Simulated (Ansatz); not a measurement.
## HgTe: the change of pressure and formation energy with volume per atom

All results are calculated (Ansatz 0.2.0). Plane-wave density functional theory, PAW datasets, Gaussian smearing 0.05 eV: one cell in which all forces lie under 0.002 eV/angstrom; stress (xx yy zz yz xz xy) and pressure positive in compression; site moments are of spin alone; formation energy from the elements run alike, uncorrected.

Cell of the first row (space group F-43m, No. 216):
```
CELL_PARAMETERS angstrom
0.00000 3.26980 3.26980
3.26980 0.00000 3.26980
3.26980 3.26980 0.00000
ATOMIC_POSITIONS crystal
Hg 0.00000 0.00000 0.00000
Te 0.25000 0.25000 0.25000
```

Settings of every row: paw set soft_2; functional PBE; spin treatment spin-orbit; moment partition gaussian weights; spin axis none; wave cutoff 420 eV; k mesh 10x10x10; SCF start atoms; lower state search light; symmetry use detected.

Atom first moment, atom hubbard u: 0 on all atoms.

Limits: only this magnetic order was tried.

```csv
row,volume per atom (Å³),pressure (GPa),formation energy (eV per atom)
1,34.958,1.578,-0.1893
2,35.686,0.740,-0.1946
3,36.414,0.001,-0.1962
4,36.644,-0.214,-0.1961
5,36.734,-0.296,-0.1959
6,36.791,-0.347,-0.1958
7,37.143,-0.652,-0.1947
8,37.871,?,?
9,38.963,-1.965,-0.1795
```

Question: what pressure and formation energy should row 8 give?

Worked fit of pressure. Take u = (V_r/V)^(2/3) − 1 with V_r = 36.689 Å³ an atom, which is twice the finite (Eulerian) strain; such expansions in the strain, on which the Birch-Murnaghan equation of state is built, carry the rest volume and the bulk modulus. The shown rows have u = 0.03274, 0.01865, 0.00503, 0.00082, -0.00082, -0.00185, -0.00817, -0.0393. Least squares give pressure = −0.2551 + 50.009 × u + 174.79 × u² + 240 × u³ GPa; a parabola predicts inner rows, each left out in turn, worse (root mean square 0.002 against 0.0001 GPa). All shown rows lie on it to the printed digit. The pressure vanishes at u = 0.0050, or V = 36.41 Å³ an atom, and there the bulk modulus at fixed shape and fractions is B = −V dP/dV = (2/3)(1 + u) dP/du = 34.7 GPa. The withheld row has u = -0.02092, so the fit gives −0.2551 + 50.009 × (-0.02092) + 174.79 × (-0.02092)² + 240 × (-0.02092)³ = -1.227 GPa.

The calculation gave -1.228 GPa. The fit lies 0.001 GPa (0.028 % of the column's range) above it, one unit of the last digit.

Worked fit of formation energy. Take u = (V_r/V)^(2/3) − 1 with V_r = 36.689 Å³ an atom, which is twice the finite (Eulerian) strain; such expansions in the strain, on which the Birch-Murnaghan equation of state is built, carry the rest volume and the bulk modulus. The shown rows have u = 0.03274, 0.01865, 0.00503, 0.00082, -0.00082, -0.00185, -0.00817, -0.0393. Least squares give formation energy = −0.196 − 0.0896 × u + 8.72 × u² + 8.1 × u³ eV per atom; a parabola predicts inner rows, each left out in turn, worse (root mean square 7.3e-05 against 3.2e-05 eV per atom). All shown rows lie on it to the printed digit. The withheld row has u = -0.02092, so the fit gives −0.196 − 0.0896 × (-0.02092) + 8.72 × (-0.02092)² + 8.1 × (-0.02092)³ = -0.1904 eV per atom.

The calculation gave -0.1904 eV per atom. The fit meets it to the printed digit.
